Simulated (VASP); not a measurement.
CdGeAs2, 8 atoms in the cell. The structure is tetragonal, space group I-42d (No. 122). Conventional cell: a = 5.978 Å, b = 5.978 Å, c = 11.329 Å, α = 90.00°, β = 90.00°, γ = 90.00°. Cd (site symmetry -4) has 4 As at 2.65 Å as nearest neighbours. Around As (site symmetry 2) lie 2 Ge at 2.45 Å and 2 Cd at 2.65 Å. Ge (site symmetry -4) has 4 As at 2.45 Å as nearest neighbours. The cell is a database's computed one.

- Program: VASP 6.6.1
- Task: relaxation of cell and atoms
- Functional: LDA
- Potentials or basis: VASP PAW LDA potentials, release 64 (Cd, As, Ge_d)
- Cutoff: 600 eV
- k mesh: 6 × 6 × 6
- Occupations: gaussian, width 0.02 eV
- Spin: no spin polarisation
- Ladder: gaps
- Further INCAR settings: ALGO = Normal; EDIFF = 1e-06; IBRION = 2; EDIFFG = -0.02; NSW = 60; ISIF = 3

Potentials or basis: VASP PAW LDA potentials, release 64 (Cd, As, Ge_d).

Run with:

```bash
$ cat potpaw_LDA.64/Cd/POTCAR potpaw_LDA.64/As/POTCAR potpaw_LDA.64/Ge_d/POTCAR > POTCAR
$ mpirun -np 4 vasp_std > vasp.out
```

Hardware: 4 MPI ranks on AMD EPYC 9R14 (Zen 4) (shared host).

**Question.** How long does it take, and how much memory?

**Answer.** Run time: 4.1 min on 4 MPI ranks on AMD EPYC 9R14 (Zen 4) (shared host), peak memory 0.53 GiB a rank. Counts: scf iterations 45, k points 30, ion steps 5.
